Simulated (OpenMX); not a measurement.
# CdSe (Cadmoselite) (P6_3mc) in OpenMX: notebook, part 2 of 2

OpenMX 3.8.5. The steps go on from the part before.

### 4 Band structure, PBE, non-collinear spin, zero start

The input, CdSe.dat:

```
System.CurrrentDirectory             ./
System.Name                          CdSe
DATA.PATH                            ./DFT_DATA13
level.of.stdout                      1
level.of.fileout                     0
Species.Number                       2
<Definition.of.Atomic.Species
  Cd  Cd7.0-s3p2d2           Cd_PBE13
  Se  Se7.0-s3p2d2           Se_PBE13
Definition.of.Atomic.Species>

Atoms.Number                         4
Atoms.SpeciesAndCoordinates.Unit     FRAC
<Atoms.SpeciesAndCoordinates
    1  Cd    0.6666666667    0.3333333333    0.5000000000   6.000  6.000     0.00    0.00    0.00    0.00  0  off
    2  Cd    0.3333333333    0.6666666667    0.0000000000   6.000  6.000     0.00    0.00    0.00    0.00  0  off
    3  Se    0.6666666667    0.3333333333    0.8850000000   3.000  3.000     0.00    0.00    0.00    0.00  0  off
    4  Se    0.3333333333    0.6666666667    0.3850000000   3.000  3.000     0.00    0.00    0.00    0.00  0  off
Atoms.SpeciesAndCoordinates>

Atoms.UnitVectors.Unit               Ang
<Atoms.UnitVectors
     4.3000000000    0.0000000000    0.0000000000
    -2.1500000000    3.7239092363    0.0000000000
     0.0000000000    0.0000000000    7.0200000000
Atoms.UnitVectors>

scf.XcType                           GGA-PBE
scf.SpinPolarization                 nc
scf.ElectronicTemperature            580.226
scf.energycutoff                     500.0
scf.maxIter                          100
scf.EigenvalueSolver                 band
scf.Kgrid                            5 5 3
scf.Mixing.Type                      rmm-diisk
scf.Init.Mixing.Weight               0.05
scf.Min.Mixing.Weight                0.001
scf.Max.Mixing.Weight                0.3
scf.Mixing.History                   25
scf.Mixing.StartPulay                8
scf.criterion                        1.0e-7
MD.Type                              nomd
Band.dispersion                      on
Band.Nkpath                          9
<Band.kpath
   11   0.000000  0.000000  0.000000    0.500000  0.000000  0.000000  G M
    7   0.500000  0.000000  0.000000    0.333333  0.333333  0.000000  M K
   13   0.333333  0.333333  0.000000    0.000000  0.000000  0.000000  K G
    6   0.000000  0.000000  0.000000    0.000000  0.000000  0.500000  G A
   11   0.000000  0.000000  0.500000    0.500000  0.000000  0.500000  A L
    7   0.500000  0.000000  0.500000    0.333333  0.333333  0.500000  L H
   13   0.333333  0.333333  0.500000    0.000000  0.000000  0.500000  H A
    6   0.500000  0.000000  0.500000    0.500000  0.000000  0.000000  L M
    6   0.333333  0.333333  0.000000    0.333333  0.333333  0.500000  K H
Band.kpath>
```

Potentials or basis: OpenMX 2013 PBE set, Cd7.0-s3p2d2, Se7.0-s3p2d2, grid cutoff 500 Ry.

Command:

```bash
$ openmx CdSe.dat -nt 1 > CdSe.std
```

CdSe.out:

```text
Required cutoff energy (Ryd) for 3D-grids = 500.0000
      Used cutoff energy (Ryd) for 3D-grids = 498.2461, 498.2461, 516.8569
  Num. of grids of a-, b-, and c-axes = 50, 50, 96

  Num.Grid1.    50
  Num.Grid2.    50
  Num.Grid3.    96

  Cell_Volume =    758.579605224146 (Bohr^3)
  GridVol     =      0.003160748355 (Bohr^3)
  Cell vectors (bohr) of the grid cell (gtv)
    gtv_a =  0.162516435018,  0.000000000000,  0.000000000000
    gtv_b = -0.081258217509,  0.140743361259,  0.000000000000
    gtv_c =  0.000000000000,  0.000000000000,  0.138186212915
    |gtv_a| =  0.162516435018
    |gtv_b| =  0.162516435019
    |gtv_c| =  0.138186212915

***********************************************************

***********************************************************
[... 552 lines left out ...]
  d3z^2-r^2   0    0.000000000           90.0000  240.0002
  dx^2-y^2    0    0.000000000           90.0001  222.3051
  dxy         0    0.000000000           89.9996  266.7996
  dxz         0    0.000000000           90.0000  268.2422
  dyz         0    0.000000000           90.0000  212.4391
   sum over m      0.000000002           90.0000  240.0000
  d3z^2-r^2   1    0.000000002           90.0000  240.0000
  dx^2-y^2    1    0.000000001           89.9997  222.4661
  dxy         1    0.000000001           89.9997  266.4467
  dxz         1    0.000000002           90.0000  268.8983
  dyz         1    0.000000002           90.0000  202.7943
   sum over m      0.000000007           89.9999  240.0000

***********************************************************
       xyz-coordinates (Ang) and forces (Hartree/Bohr)
***********************************************************

<coordinates.forces
  4
    1    Cd     2.15000   1.24130   3.51000   0.000118921326 -0.000058593549  0.006478157747
    2    Cd    -0.00000   2.48261   0.00000  -0.000118921230  0.000058593549  0.006478157748
    3    Se     2.15000   1.24130   6.21270   0.000133962114 -0.000067455486 -0.006482540468
    4    Se    -0.00000   2.48261   2.70270  -0.000133962209  0.000067455486 -0.006482540468
coordinates.forces>

***********************************************************
       Fractional coordinates of the final structure
***********************************************************

     1     Cd     0.66666666670000   0.33333333330000   0.50000000000000
     2     Cd     0.33333333330000   0.66666666670000   0.00000000000000
     3     Se     0.66666666670000   0.33333333330000   0.88500000000000
     4     Se     0.33333333330000   0.66666666670000   0.38500000000000
```

CdSe.std:

```text
*******************************************************
 Welcome to OpenMX   Ver. 3.8.5
 Copyright (C), 2002-2014, T. Ozaki
 OpenMX comes with ABSOLUTELY NO WARRANTY.
 This is free software, and you are welcome to
 redistribute it under the constitution of the GNU-GPL.
*******************************************************
[... 240 lines left out ...]
  Uzs   =       0.000000000000
  Uzo   =       0.000000000000
  Uef   =       0.000000000000
  UvdW  =       0.000000000000
  Utot  =    -126.626345865546

*******************************************************
             MD or geometry opt. at MD = 1
*******************************************************

outputting data on grids to files...

The calculation was normally finished.
```

Wall time 8.1 min (1 thread of Arm Neoverse N1, shared host); peak memory 1.8 GiB.

Results:

| Property | Result |
| --- | --- |
| Free energy | -3445.6784 eV |
| Largest force | 0.333 eV/Å |
| Band gap on the k mesh | 0.89 eV, direct |
| Band gap along the path | 0.89 eV, direct |
| Net moment | 0.00 μB per cell |
| Mulliken charges | Cd +0.36; Se -0.36 e |

Forces on the atoms (eV/Å):
```
Cd   0.006 -0.003  0.333
Cd  -0.006  0.003  0.333
Se   0.007 -0.003 -0.333
Se  -0.007  0.003 -0.333
```

Levels at the corners of the path, in eV from the valence-band top:
```
point  band 34  band 35  band 36  band 37  band 38  band 39
    Γ    -0.01     0.00     0.00     0.89     0.89     2.22
    M    -1.25    -0.85    -0.85     3.34     3.34     3.37
    K    -1.81    -1.81    -1.81     4.55     4.55     4.87
    Γ    -0.01     0.00     0.00     0.89     0.89     2.22
    A    -0.39    -0.39    -0.39     2.49     2.49     2.49
    L    -1.30    -1.30    -1.30     3.06     3.06     3.06
    H    -1.07    -1.07    -1.07     3.88     3.88     3.88
  A|L    -0.39    -0.39    -0.39     2.49     2.49     2.49
  M|K    -1.25    -0.85    -0.85     3.34     3.34     3.37
    H    -1.07    -1.07    -1.07     3.88     3.88     3.88
```

Caveat: Mulliken charges move with the basis; the basis of atomic orbitals isn't converged, which shifts pressures, moduli and gaps.

### 5 Band structure, PBE, non-collinear spin, zero start, spin-orbit coupling

CdSe.dat, as its differences from that of step 4:

```diff
@@ -29,2 +29,3 @@
 scf.SpinPolarization                 nc
+scf.SpinOrbit.Coupling               on
 scf.ElectronicTemperature            580.226
```

Command:

```bash
$ openmx CdSe.dat -nt 1 > CdSe.std
```

It took 8.5 min on 1 thread of Arm Neoverse N1, shared host; peak memory 1.8 GiB.

It converged, with:

* Largest force: 0.333 eV/Å
* Band gap on the k mesh: 0.77 eV, direct
* Band gap along the path: 0.77 eV, direct
* Net moment: 0.00 μB per cell
* Mulliken charges: Cd +0.36; Se -0.36 e

Forces on the atoms (eV/Å):
```
Cd   0.006 -0.003  0.333
Cd  -0.006  0.003  0.333
Se   0.007 -0.003 -0.333
Se  -0.007  0.003 -0.333
```

Levels at the corners of the path, in eV from the valence-band top:
```tsv
point	band 34	band 35	band 36	band 37	band 38	band 39
Γ	-0.01	0.00	0.00	0.77	0.77	2.10
M	-1.39	-0.95	-0.95	3.19	3.19	3.27
K	-1.92	-1.83	-1.83	4.43	4.43	4.58
Γ	-0.01	0.00	0.00	0.77	0.77	2.10
A	-0.39	-0.39	-0.39	2.37	2.37	2.37
L	-1.38	-1.38	-1.38	2.94	2.94	2.94
H	-1.21	-1.16	-1.16	3.72	3.72	3.79
A|L	-0.39	-0.39	-0.39	2.37	2.37	2.37
M|K	-1.39	-0.95	-0.95	3.19	3.19	3.27
H	-1.21	-1.16	-1.16	3.72	3.72	3.79
```

Caveat: Mulliken charges move with the basis; total energies with and without spin-orbit coupling shouldn't be compared in this program; the basis of atomic orbitals isn't converged, which shifts pressures, moduli and gaps.

### 6 The runs side by side

```csv
spin,k mesh,SCF threshold,gap on the mesh (eV),moment (μB),largest force (eV/Å)
off,7 × 7 × 5,1e-08 Ha,0.89,-,0.33
"non-collinear, zero start, SOC",5 × 5 × 3,1e-07 Ha,0.77,0.00,0.33
"non-collinear, zero start",5 × 5 × 3,1e-07 Ha,0.89,0.00,0.33
```

Alike in all rows: task band structure; level PBE; potentials or basis OpenMX 2013 PBE set, Cd7.0-s3p2d2, Se7.0-s3p2d2, grid cutoff 500 Ry; cell as given; smearing fermi-dirac 0.05 eV.

Caveats: the basis of atomic orbitals isn't converged, which shifts pressures, moduli and gaps; total energies with and without spin-orbit coupling shouldn't be compared in this program (some runs).

Total energies depend on the potentials used, so only differences within one code and one set of settings carry meaning.

### 7 How close it comes

Step 2. Measured gap of CdSe: 1.841 eV (2 K; a printed reference work, data compilation). This calculation gives 0.89 eV (-0.95 eV). Spin-orbit coupling on Cd, Se is left out. The value is that of PBE in an atomic basis (OpenMX 2013 PBE set, Cd7.0-s3p2d2, Se7.0-s3p2d2, grid cutoff 500 Ry), whose error adds to the functional's,, without temperature or zero-point motion. Semilocal functionals fall short of measured gaps as a rule.

Step 3. Measured gap of CdSe: 1.841 eV (2 K; a printed reference work, data compilation). This calculation gives 0.77 eV (-1.07 eV). So large a miss can be the level of theory's own, or it may mean another phase, state or a wrong row. The value is that of PBE in an atomic basis (OpenMX 2013 PBE set, Cd7.0-s3p2d2, Se7.0-s3p2d2, grid cutoff 500 Ry), whose error adds to the functional's,, without temperature or zero-point motion. Semilocal functionals fall short of measured gaps as a rule.

Step 4. Against the measured gap of CdSe, 1.841 eV (2 K; a printed reference work, data compilation), the calculated 0.89 eV is off by -0.95 eV. Spin-orbit coupling on Cd, Se is left out. The value is that of PBE in an atomic basis (OpenMX 2013 PBE set, Cd7.0-s3p2d2, Se7.0-s3p2d2, grid cutoff 500 Ry), whose error adds to the functional's,, without temperature or zero-point motion. Semilocal functionals fall short of measured gaps as a rule.

Step 5. Against the measured gap of CdSe, 1.841 eV (2 K; a printed reference work, data compilation), the calculated 0.77 eV is off by -1.07 eV. So large a miss can be the level of theory's own, or it may mean another phase, state or a wrong row. The value is that of PBE in an atomic basis (OpenMX 2013 PBE set, Cd7.0-s3p2d2, Se7.0-s3p2d2, grid cutoff 500 Ry), whose error adds to the functional's,, without temperature or zero-point motion. Semilocal functionals fall short of measured gaps as a rule.
